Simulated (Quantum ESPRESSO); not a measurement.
MgB2 in Quantum ESPRESSO: the effect of target pressure

MgB2:

```
Mg B
1.0
     3.08500    0.00000    0.00000
    -1.54250    2.67169    0.00000
     0.00000    0.00000    3.52300
Mg B
1 2
Direct
  0.00000 0.00000 0.00000
  0.66667 0.33333 0.50000
  0.33333 0.66667 0.50000
```

Alike in all runs:

```yaml
Program: Quantum ESPRESSO 7.5
Task: phonons
Functional: PBE
Potentials_or_basis: GBRV 1.5 PBE
Cutoff: 612 eV
Density_cutoff: 4898 eV
k_mesh: 10 × 10 × 8
Occupations: cold, width 0.2 eV
Spin: no spin polarisation
```

Each run relaxes the cell or the atoms first.

```tsv
target pressure	relaxed volume (Å³/atom)	highest phonon frequency (cm⁻¹)
-3 GPa	9.81	685
0 GPa	?	?
3 GPa	9.41	705
8 GPa	9.12	719
15 GPa	8.78	737
```

Question: What does the run with target pressure 0 GPa give?

Answer: Relaxed volume 9.60 Å³/atom; highest phonon frequency 695 cm⁻¹.

Worked out: In Murnaghan's law V^(-B') rises as a straight line in P. The other rows fit best with B' = 3.4, V0 = 9.60 Å³/atom and B0 = 144 GPa, which gives 9.60 Å³/atom at 0 GPa, against the run's 9.60. A parabola through the other rows of the highest phonon frequency, of slope 3.27 cm⁻¹ per GPa there, gives 695 cm⁻¹, against the run's 695.

Caveats: the mesh is thin for the phonons of a metal; the cell is more than 3 GPa from zero pressure, which shifts response properties (some runs).
